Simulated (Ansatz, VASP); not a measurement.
## KMgF3 in VASP and in Ansatz

File INCAR:

```
SYSTEM = KMgF3
  PREC = Accurate
  ENCUT = 520
  EDIFF = 1E-7
  ISMEAR = 0
  SIGMA = 0.05
  LREAL = .FALSE.
  LASPH = .TRUE.
  NELM = 100
  ALGO = Fast
  ISIF = 2
  LWAVE = .FALSE.
  LCHARG = .FALSE.
  GGA = PS
  NBANDS = 24
```

Contents of KPOINTS:

```
Automatic mesh
0
G
  6 6 6
  0 0 0
```

File POSCAR:

```
KMgF3
1.0
    3.8264640000      0.0000000000      0.0000000000
    0.0000000000      3.8264640000      0.0000000000
    0.0000000000      0.0000000000      3.6670280000
K Mg F
1 1 3
Direct
    0.5000000000      0.5000000000      0.5000000000
    0.0000000000      0.0000000000      0.0000000000
    0.5000000000      0.0000000000      0.0000000000
    0.0000000000      0.5000000000      0.0000000000
    0.0000000000      0.0000000000      0.5000000000
```

Input for Ansatz:

```yaml
crystal:
  lattice:
    - [3.826464, 0.0, 0.0]
    - [0.0, 3.826464, 0.0]
    - [0.0, 0.0, 3.667028]
  atoms:
    - { symbol: K, position: [0.5, 0.5, 0.5] }
    - { symbol: Mg, position: [0.0, 0.0, 0.0] }
    - { symbol: F, position: [0.5, 0.0, 0.0] }
    - { symbol: F, position: [0.0, 0.5, 0.0] }
    - { symbol: F, position: [0.0, 0.0, 0.5] }
basis:
  ecutwfc: 420
kpoints:
  mp_grid: { grid: [6, 6, 6] }
hamiltonian:
  xc: pbesol
scf:
  occupations: { method: gaussian, width: 0.05 }
output:
  forces: true
  stress: true
  eigenvalues: true
```

Change from the starting cell: strain -0.040 along x and y, -0.080 along z, atoms carried along.

Alike in both runs: task single point; functional PBEsol; k mesh 6 × 6 × 6; occupations gaussian, width 0.05 eV; no spin polarisation.

|  | VASP | Ansatz |
| --- | --- | --- |
| version | VASP 6.6.1 | Ansatz 0.2.0 |
| potentials or method | VASP PAW PBE potentials, release 64 (K_sv, Mg, F) | scalar-relativistic, plane waves, PAW |
| plane-wave cutoff (eV) | 520 | 420 |
| valence electrons in the cell | 32 | 40 |

Ansatz gave:

- gap on the k mesh at the Fermi level (eV): 8.47
- least direct gap on the mesh (eV): 8.79
- pressure (GPa): 18.3
- largest component of the traceless stress (GPa): 5.93

Task: Estimate VASP's values.

Result: gap on the k mesh at the Fermi level (eV): 8.44; least direct gap on the mesh (eV): 8.77; pressure (GPa): 18.2; largest component of the traceless stress (GPa): 6.03.

The two sets of potentials don't hold the same shells in valence.

Caveats: so large a pressure means that the cell lies far from this level's equilibrium, or that cutoff or potentials fall short (VASP); the potentials were made for another functional, which shifts forces and pressure (VASP). A k mesh can miss the band edges.
